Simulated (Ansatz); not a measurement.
The parent structure is LiI in the rock salt structure (space group Fm-3m, No. 225; a = 6.018 Å). Axes: x, y, z lie along the cube axes.

Level of theory: r2SCAN (Ansatz, a program for electronic structure; PAW; 500 eV plane waves; without spin-orbit coupling).

Base values:

| Property | Result |
|---|---|
| Band gap | 5.00 eV |
| Pressure | 0.1 kbar |
| Electron mass | 0.81 mₑ along k, 0.46 mₑ across (at X) |

Modification: uniaxial strain ε_xx = +5.91 %, all other strain components held at zero, atoms relaxed at fixed cell.

Q: Predict the new energy relative to the base.

A: The energy goes up by 8.3 meV/atom.

Q: Predict the new band gap.

A: The band gap decreases by 0.19 eV, from 5.00 eV to 4.81 eV.

Q: Predict the new pressure.

A: The pressure (mean of the normal stresses, compression positive) shrinks by 9.4 kbar to -9.3 kbar.

Q: Predict the new hole mass.

A: The hole mass comes out as 0.38 mₑ along x, 1.4 mₑ across (at Γ).

Q: Predict the new electron mass.

A: The electron mass changes from 0.81 mₑ along k, 0.46 mₑ across (at X) to 0.29 mₑ along x, 0.31 mₑ across (at Γ).

With I present, leaving out spin-orbit coupling can change the band edges. Effective masses come from finite differences of ±0.01 Å⁻¹. Along k means along the line from Γ to the band edge. Whether these cells are dynamically stable was not tested.
